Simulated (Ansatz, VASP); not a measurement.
**One calculation of ZnH, two programs**

File INCAR:

```
PREC = Accurate
ENCUT = 520
EDIFF = 1E-7
ISMEAR = -1
SIGMA = 0.05
LREAL = False
LASPH = True
NELM = 60
ALGO = Normal
ISIF = 2
LWAVE = False
LCHARG = False
GGA = PE
NBANDS = 14
```

Contents of KPOINTS:

```
Automatic mesh
0
Gamma
  10 10 10
```

The input POSCAR:

```
ZnH
1.0
    0.0000000000      2.3347076100      2.3347076100
    2.3347076100      0.0000000000      2.3347076100
    2.3347076100      2.3347076100      0.0000000000
Zn H
1 1
Direct
    0.0000000000      0.0000000000      0.0000000000
    0.2500000000      0.2500000000      0.2500000000
```

The input input.yaml:

```yaml
crystal:
  lattice:
    - [0.0, 2.33470761, 2.33470761]
    - [2.33470761, 0.0, 2.33470761]
    - [2.33470761, 2.33470761, 0.0]
  atoms:
    - { symbol: Zn, position: [0.0, 0.0, 0.0] }
    - { symbol: H, position: [0.25, 0.25, 0.25] }
hamiltonian:
  xc: pbe
  pseudopotentials: { kind: paw }
kpoints:
  mp_grid: { grid: [10, 10, 10] }
scf:
  occupations: { method: fermi_dirac, width: 0.05 }
output:
  forces: true
  stress: true
  eigenvalues: true
```

The cell was built by a generator and needn't be a form met in nature.

Alike in both runs: task single point; functional PBE; k mesh 10 × 10 × 10; occupations fermi-dirac, width 0.05 eV; no spin polarisation.

```csv
,VASP,Ansatz
version,VASP 6.6.1,Ansatz 0.2.0
potentials or method,"VASP PAW PBE potentials, release 64 (Zn, H)",Ansatz PAW
plane-wave cutoff (eV),520,420
valence electrons in the cell,13,13
```

VASP gave:

```
gap on the k mesh at the Fermi level (eV) : none
pressure (GPa)                            : -5.3
```

What did Ansatz give for the same quantities?

gap on the k mesh at the Fermi level (eV): none; pressure (GPa): -5.4.

A gap of «none» marks a metal or a gap that the smearing closes.
